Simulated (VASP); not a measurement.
Input of a VASP 6.6.1 run:

POSCAR

```
BeTe                                    
1.0
    0.0000000000      2.8061350129      2.8061350129
    2.8061350129      0.0000000000      2.8061350129
    2.8061350129      2.8061350129      0.0000000000
  Be              Te            
     1     1
Direct
     0.0000000000000000    0.0000000000000000    0.0000000000000000
     0.2500000000000000    0.2500000000000000    0.2500000000000000
```

The input INCAR.step1:

```
PREC = Accurate ; ENCUT = 520
EDIFF = 1E-5 ; ISMEAR = 0
SIGMA = 0.03 ; LREAL = F
LASPH = T ; NELM = 80
ALGO = Normal ; ISIF = 2
LWAVE = T ; LCHARG = F
NBANDS = 11 ; GGA = PE
```

INCAR.step2

```
PREC = Accurate ; ENCUT = 520
EDIFF = 1E-6 ; ISMEAR = 0
SIGMA = 0.03 ; LREAL = F
LASPH = T ; NELM = 80
ALGO = Normal ; ISIF = 2
LWAVE = F ; LCHARG = F
METAGGA = MBJ ; NBANDS = 11
ISTART = 1
```

The input KPOINTS:

```
regular mesh
0
Gamma
  8 8 8
```

KPOINTS_OPT

```
explicit points
252
Reciprocal
 0.0000000000  0.0000000000  0.0000000000 1
 0.0357142857  0.0000000000  0.0357142857 1
 0.0714285714  0.0000000000  0.0714285714 1
 0.1071428571  0.0000000000  0.1071428571 1
 0.1428571429  0.0000000000  0.1428571429 1
 0.1785714286  0.0000000000  0.1785714286 1
[... 244 lines left out ...]
 0.5109107100  0.0218214200  0.5109107100 1
 0.4890892900 -0.0218214200  0.4890892900 1
```

Potentials or basis: VASP PAW PBE potentials, release 64 (Be, Te).

Launch:

```sh
$ cat potpaw_PBE.64/Be/POTCAR potpaw_PBE.64/Te/POTCAR > POTCAR
$ cp INCAR.step1 INCAR
$ mpirun -np 1 vasp_std > vasp.out
$ cp INCAR.step2 INCAR
$ mpirun -np 1 vasp_std > vasp.out
```

**Question.** Estimate the band gap on the k mesh.

**Answer.** 2.64 eV, indirect (least direct gap 4.17 eV).

**Question.** What does it give for the band gap along the path?

**Answer.** 2.64 eV, indirect (least direct gap 4.17 eV).

Levels at the corners of the path, in eV from the valence-band top:
```csv
point,band 1,band 2,band 3,band 4,band 5,band 6,band 7,band 8,band 9
Γ,-12.19,0.00,0.00,0.00,4.17,4.17,4.17,4.81,9.28
X,-10.34,-4.99,-2.53,-2.53,2.64,3.14,10.65,10.65,12.78
X,-10.34,-4.99,-2.53,-2.53,2.64,3.14,10.65,10.65,12.78
W,-10.31,-4.48,-3.53,-3.03,5.76,6.10,6.42,6.66,11.54
W,-10.31,-4.48,-3.53,-3.03,5.76,6.10,6.42,6.66,11.54
K,-10.36,-4.64,-3.70,-2.13,3.29,5.82,8.60,9.11,9.64
K,-10.36,-4.64,-3.70,-2.13,3.29,5.82,8.60,9.11,9.64
Γ,-12.19,0.00,0.00,0.00,4.17,4.17,4.17,4.81,9.28
Γ,-12.19,0.00,0.00,0.00,4.17,4.17,4.17,4.81,9.28
L,-10.84,-5.37,-1.07,-1.07,3.73,5.10,5.10,8.81,11.98
L,-10.84,-5.37,-1.07,-1.07,3.73,5.10,5.10,8.81,11.98
U,-10.36,-4.64,-3.70,-2.13,3.29,5.82,8.60,9.11,9.64
U,-10.36,-4.64,-3.70,-2.13,3.29,5.82,8.60,9.11,9.64
W,-10.31,-4.48,-3.53,-3.03,5.76,6.10,6.42,6.66,11.54
W,-10.31,-4.48,-3.53,-3.03,5.76,6.10,6.42,6.66,11.54
L,-10.84,-5.37,-1.07,-1.07,3.73,5.10,5.10,8.81,11.98
L,-10.84,-5.37,-1.07,-1.07,3.73,5.10,5.10,8.81,11.98
K,-10.36,-4.64,-3.70,-2.13,3.29,5.82,8.60,9.11,9.64
U,-10.36,-4.64,-3.70,-2.13,3.29,5.82,8.60,9.11,9.64
X,-10.34,-4.99,-2.53,-2.53,2.64,3.14,10.65,10.65,12.78
```

Caveat: spin-orbit coupling is left out, which moves the levels of the heavy elements.
